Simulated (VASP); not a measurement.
Output of a VASP run:

OSZICAR:
```
       N       E                     dE             d eps       ncg     rms          rms(c)
DAV:   1     0.173911659768E+03    0.17391E+03   -0.13746E+04  1512   0.139E+03
DAV:   2    -0.288329143927E+02   -0.20274E+03   -0.19770E+03  2000   0.367E+02
DAV:   3    -0.355731515002E+02   -0.67402E+01   -0.67349E+01  2064   0.682E+01
DAV:   4    -0.357432635181E+02   -0.17011E+00   -0.17007E+00  2192   0.835E+00
DAV:   5    -0.357458576716E+02   -0.25942E-02   -0.25941E-02  1864   0.838E-01    0.258E+01
RMM:   6    -0.298254603572E+02    0.59204E+01   -0.22283E+01  1524   0.301E+01    0.118E+01
RMM:   7    -0.299352553030E+02   -0.10979E+00   -0.31741E+00  1822   0.933E+00    0.566E+00
RMM:   8    -0.299145678756E+02    0.20687E-01   -0.64238E-01  1755   0.598E+00    0.128E+00
RMM:   9    -0.299213394336E+02   -0.67716E-02   -0.38278E-01  1875   0.318E+00    0.745E-01
RMM:  10    -0.299303104784E+02   -0.89710E-02   -0.12509E-01  1937   0.178E+00    0.397E-01
RMM:  11    -0.299308548795E+02   -0.54440E-03   -0.39741E-02  1918   0.110E+00    0.251E-01
RMM:  12    -0.299320071392E+02   -0.11523E-02   -0.14630E-02  1971   0.962E-01    0.339E-01
RMM:  13    -0.299318664179E+02    0.14072E-03   -0.82484E-03  1927   0.642E-01    0.924E-02
RMM:  14    -0.299321707780E+02   -0.30436E-03   -0.31766E-03  2055   0.258E-01    0.109E-01
RMM:  15    -0.299322995549E+02   -0.12878E-03   -0.11319E-03  1922   0.167E-01    0.155E-01
RMM:  16    -0.299323538742E+02   -0.54319E-04   -0.48191E-04  1726   0.103E-01    0.146E-01
RMM:  17    -0.299322848370E+02    0.69037E-04   -0.27542E-04  1887   0.149E-01    0.509E-02
RMM:  18    -0.299322853181E+02   -0.48111E-06   -0.75590E-05  1606   0.709E-02
   1 F= -.29932285E+02 E0= -.29932285E+02  d E =-.299323E+02
```

OUTCAR:
```
------------------------ aborting loop because EDIFF is reached ----------------------------------------
  FORCE on cell =-STRESS in cart. coord.  units (eV):
  Direction    XX          YY          ZZ          XY          YZ          ZX
  --------------------------------------------------------------------------------------
  Total       -0.2930164     -0.2930164     -0.2930164      0.0000000      0.0000000     -0.0000000
  in kB      -14.4339735    -14.4339735    -14.4339735      0.0000000      0.0000000     -0.0000000
  external PRESSURE =     -14.4339735 kB  Pullay stress =       0.0000000 kB
  volume of cell :       32.52
      direct lattice vectors                 reciprocal lattice vectors
     0.000000000  2.533546506  2.533546506    -0.197351814  0.197351814  0.197351814
     2.533546506  0.000000000  2.533546506     0.197351814 -0.197351814  0.197351814
     2.533546506  2.533546506  0.000000000     0.197351814  0.197351814 -0.197351814
 POSITION                                       TOTAL-FORCE (eV/Angst)
 -----------------------------------------------------------------------------------
      0.00000      0.00000      0.00000         0.000000      0.000000     -0.000000
      1.26677      1.26677      1.26677        -0.000000     -0.000000     -0.000000
      3.80032      3.80032      3.80032         0.000000      0.000000      0.000000
 -----------------------------------------------------------------------------------
    total drift:                                0.000000     -0.000000      0.000000
  FREE ENERGIE OF THE ION-ELECTRON SYSTEM (eV)
  ---------------------------------------------------
  free  energy   TOTEN  =       -29.9322853181 eV

  energy  without entropy=      -29.9322853181  energy(sigma->0) =      -29.93228532

 reached required accuracy - stopping structural energy minimisation
```
(Selected blocks of OUTCAR.)

**POSCAR**
```
ZrO2
1
   -0.0000000000     2.5335465063     2.5335465063
    2.5335465063    -0.0000000000     2.5335465063
    2.5335465063     2.5335465063    -0.0000000000
Zr O
1 2
Direct
  0.0000000000   0.0000000000   0.0000000000
  0.2500000000   0.2500000000   0.2500000000
  0.7500000000   0.7500000000   0.7500000000
```

Question: Write an INCAR and KPOINTS that could have produced this output.

Answer: Several could match; the one computed here: the input of the run itself, PBEsol GGA, plane waves, VASP's PBE PAW potentials (set 64).

**INCAR**
```
SYSTEM = ZrO2
PREC = Normal
ENCUT = 450
EDIFF = 1E-5
NELM = 100
ALGO = Fast
LREAL = .FALSE.
LASPH = .TRUE.
ISMEAR = 0
SIGMA = 0.05
GGA = PS
LMAXMIX = 4
LWAVE = .FALSE.
LCHARG = .FALSE.
NELMIN = 4
IBRION = 2
ISIF = 2
NSW = 20
EDIFFG = -0.03
```

KPOINTS:
```
Automatic
0
G
10 10 10
0 0 0
```

POTCAR, in this order: Zr_sv O (PBE.64 set). Program: vasp_std.

At this cut-off the stress carries a Pulay error, which pulls relaxed volumes low.

The compound is ZrO2 in the fluorite structure, the high-temperature cubic form, which is unstable at 0 K; the monoclinic form is the stable one. It was relaxed first.
